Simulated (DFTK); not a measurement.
GaAs:

```
CELL_PARAMETERS angstrom
0.00000 2.82685 2.82685
2.82685 0.00000 2.82685
2.82685 2.82685 0.00000
ATOMIC_POSITIONS crystal
As 0.75000 0.75000 0.75000
Ga 0.00000 0.00000 0.00000
```

Base run:

| Quantity | Value |
| --- | --- |
| Program | DFTK 0.8.2 |
| Functional | LDA |
| Potentials or basis | cp2k.nc.sr.lda.v0_1.largecore.gth (LDA, GTH, large core) |
| Cutoff | 735 eV |
| k mesh | 8 × 8 × 8 |
| Occupations | fermi-dirac, width 0.05 eV |
| Spin | no spin polarisation |

Its results: band gap on the k mesh 0.47 eV, direct; pressure -4.5 GPa.

Task: The run is repeated on the same cell with these changes: functional from LDA to PBEsol; potentials or basis from cp2k.nc.sr.lda.v0_1.largecore.gth (LDA, GTH, large core) to SG15 1.2 (PBE); cutoff from 735 eV to 1225 eV; valence electrons from 8 to 18. What comes out?

Result: Band gap on the k mesh 0.40 eV, direct; pressure 1.2 GPa.

Caveats: GTH potentials come without recommended cutoffs, and this one wasn't checked for convergence (some runs); this set keeps more shells in the core, which shifts pressures and gaps (some runs); the potentials were made for another functional, which shifts forces and pressure (some runs).
